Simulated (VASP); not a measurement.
**VASP 6.6.1 run: NaCl**

INCAR

```
PREC = Accurate
PSTRESS = -30
GGA = PE
EDIFFG = -5E-3
NBANDS = 14
LCHARG = .FALSE.
NSW = 40
ENCUT = 600
SIGMA = 0.02
ISIF = 3
LREAL = .FALSE.
NELM = 86
LASPH = .TRUE.
EDIFF = 1E-7
IBRION = 2
ISMEAR = -1
LWAVE = .FALSE.
```

KPOINTS

```
KPOINTS created by Atomic Simulation Environment
0
Gamma
8 8 8
0 0 0
```

POSCAR

```
Na Cl
 1.0000000000000000
     0.0000000000000000    2.6528510000000001    2.6528510000000001
     2.6528510000000001    0.0000000000000000    2.6528510000000001
     2.6528510000000001    2.6528510000000001    0.0000000000000000
 Na  Cl
   1   1
Cartesian
  0.0000000000000000  0.0000000000000000  0.0000000000000000
  2.6528510000000001  2.6528510000000001  2.6528510000000001
```

The recommended PBE PAW datasets give the neutral cell 14 valence electrons.

Command

```
mpirun -np 1 vasp_std
```

OSZICAR

```
N       E                     dE             d eps       ncg     rms          rms(c)
DAV:   1     0.109926801512E+03    0.10993E+03   -0.77199E+03   818   0.118E+03
DAV:   2     0.182294827002E+01   -0.10810E+03   -0.97673E+02   878   0.300E+02
DAV:   3    -0.663502907374E+01   -0.84580E+01   -0.83861E+01  1070   0.768E+01
DAV:   4    -0.676689666511E+01   -0.13187E+00   -0.13182E+00   914   0.986E+00
DAV:   5    -0.676924816608E+01   -0.23515E-02   -0.23512E-02  1074   0.139E+00    0.229E+00
DAV:   6    -0.659847583077E+01    0.17077E+00   -0.25803E-01  1012   0.341E+00    0.173E+00
DAV:   7    -0.658554762655E+01    0.12928E-01   -0.80201E-02  1110   0.185E+00    0.116E+00
DAV:   8    -0.658980236249E+01   -0.42547E-02   -0.80547E-03   920   0.860E-01    0.308E-01
DAV:   9    -0.658968899785E+01    0.11336E-03   -0.20111E-04  1010   0.129E-01    0.133E-01
DAV:  10    -0.658974924976E+01   -0.60252E-04   -0.13494E-04   944   0.125E-01    0.227E-02
...
       N       E                     dE             d eps       ncg     rms          rms(c)
DAV:   1    -0.674900335999E+01   -0.10802E+00   -0.15138E+00  1004   0.147E+01    0.180E+00
DAV:   2    -0.668347552823E+01    0.65528E-01   -0.10806E-01   956   0.268E+00    0.702E-01
DAV:   3    -0.667365291512E+01    0.98226E-02   -0.19789E-02  1022   0.131E+00    0.351E-01
DAV:   4    -0.667238228893E+01    0.12706E-02   -0.63090E-04   992   0.275E-01    0.334E-02
DAV:   5    -0.667236037742E+01    0.21912E-04   -0.66052E-05  1028   0.764E-02    0.156E-02
DAV:   6    -0.667236019184E+01    0.18558E-06   -0.35042E-06   944   0.227E-02    0.875E-03
DAV:   7    -0.667236100270E+01   -0.81086E-06   -0.89937E-07   926   0.930E-03    0.238E-03
DAV:   8    -0.667236091976E+01    0.82934E-07   -0.89727E-08   930   0.418E-03
   6 F= -.77135349E+01 E0= -.77135349E+01  d E =-.424621E+00
```

From OUTCAR

```
k-points           NKPTS =     29   k-points in BZ     NKDIM =     29   number of bands    NBANDS=     14

   NELECT =      14.0000    total number of electrons

   dimension x,y,z NGX =    30 NGY =   30 NGZ =   30
   dimension x,y,z NGXF=    60 NGYF=   60 NGZF=   60

  energy-cutoff  :      600.00
  volume of cell :       55.60
      direct lattice vectors                 reciprocal lattice vectors
     0.000000000  3.029429727  3.029429727    -0.165047565  0.165047565  0.165047565
     3.029429727  0.000000000  3.029429727     0.165047565 -0.165047565  0.165047565
     3.029429727  3.029429727  0.000000000     0.165047565  0.165047565 -0.165047565

 k-points in reciprocal lattice and weights: KPOINTS created by Atomic Simulation Env
   0.00000000  0.00000000  0.00000000       0.002
   0.12500000  0.00000000  0.00000000       0.016
   0.25000000  0.00000000  0.00000000       0.016
   0.37500000  0.00000000  0.00000000       0.016
   0.50000000  0.00000000  0.00000000       0.008
   0.12500000  0.12500000  0.00000000       0.012
   0.25000000  0.12500000  0.00000000       0.047
   0.37500000  0.12500000  0.00000000       0.047
   ...

 E-fermi :  -1.3299

 k-point     1 :       0.0000    0.0000    0.0000
  band No.  band energies     occupation
      1     -23.1126      2.00000
      2     -23.1126      2.00000
      3     -23.1126      2.00000
      4     -14.0626      2.00000
      5      -1.7947      2.00000
      6      -1.7947      2.00000
      7      -1.7947      2.00000
      8       2.5930      0.00000
      9       9.0287      0.00000
     10       9.0287      0.00000
     11       9.0288      0.00000
     12      10.9362      0.00000
     13      10.9362      0.00000
     14      12.1976      0.00000

 k-point     2 :       0.1250    0.0000    0.0000
  band No.  band energies     occupation
      1     -23.1141      2.00000
      2     -23.1127      2.00000
      3     -23.1127      2.00000
      4     -14.0381      2.00000
      5      -2.0550      2.00000
      6      -1.8202      2.00000
      7      -1.8202      2.00000
      8       3.0025      0.00000
      9       8.4558      0.00000
     10       9.1639      0.00000
     11       9.1639      0.00000
     12      10.5836      0.00000
     13      10.5836      0.00000
     14      12.6950      0.00000

 k-point     3 :       0.2500    0.0000    0.0000
  band No.  band energies     occupation
      1     -23.1177      2.00000
      2     -23.1131      2.00000
      3     -23.1131      2.00000
      4     -13.9779      2.00000
      5      -2.5733      2.00000
      6      -1.8804      2.00000
      7      -1.8804      2.00000
      8       3.9103      0.00000
      9       7.6716      0.00000
     10       9.0940      0.00000
     11       9.0941      0.00000
     12      10.7531      0.00000
     13      10.7531      0.00000
     14      12.1558      0.00000

 k-point     4 :       0.3750    0.0000    0.0000
  band No.  band energies     occupation
      1     -23.1212      2.00000
      2     -23.1134      2.00000
      3     -23.1134      2.00000
      4     -13.9163      2.00000
      5      -3.0007      2.00000
      6      -1.9387      2.00000
      7      -1.9387      2.00000
      8       4.7490      0.00000
      9       7.2614      0.00000
     10       8.7475      0.00000
     11       8.7475      0.00000
     12      11.8045      0.00000
     13      11.9295      0.00000
     14      11.9296      0.00000

 ...

  Total       -1.0347315     -1.0347315     -1.0347315     -0.0000000     -0.0000000      0.0000000
  in kB      -29.8143695    -29.8143695    -29.8143695     -0.0000000     -0.0000000      0.0000000
  external PRESSURE =       0.1856305 kB  Pullay stress =     -30.0000000 kB

 POSITION                                       TOTAL-FORCE (eV/Angst)
 -----------------------------------------------------------------------------------
      0.00000      0.00000      0.00000        -0.000000      0.000000      0.000000
      3.02943      3.02943      3.02943         0.000000      0.000000      0.000000
 -----------------------------------------------------------------------------------
    total drift:                                0.000000      0.000000      0.000000

  FREE ENERGIE OF THE ION-ELECTRON SYSTEM (eV)
  ---------------------------------------------------
  free  energy   TOTEN  =        -6.6723609198 eV

  energy  without entropy=       -6.6723609198  energy(sigma->0) =       -6.67236092
```

| ionic step | ΔH (meV/atom) | volume (Å³) | largest force (eV/Å) | pressure (GPa) | electronic steps |
| --- | --- | --- | --- | --- | --- |
| 1 | 0.0 | 37.34 | 0.000 | 8.29 | 15 |
| 2 | -163.0 | 44.91 | 0.000 | 0.70 | 11 |
| 3 | -202.8 | 50.33 | 0.000 | -1.73 | 10 |
| 4 | -203.5 | 62.46 | 0.000 | -3.72 | 11 |
| 5 | -211.8 | 57.22 | 0.000 | -3.22 | 9 |
| 6 | -212.3 | 55.60 | 0.000 | -2.98 | 8 |

It converged. Results: relaxed cell vector lengths 4.284, 4.284, 4.284 Å; relaxed cell volume 55.60 Å³.

 The volume moved far on the plane waves of the start cell, so a restart from CONTCAR is due.

For comparison, a separate PBE relaxation on usual settings, not on those above, ends at 46.14 Å³.

The run above took about 71 s on one core of a shared host (Intel Xeon Platinum 8488C) and held 0.17 GiB at most.
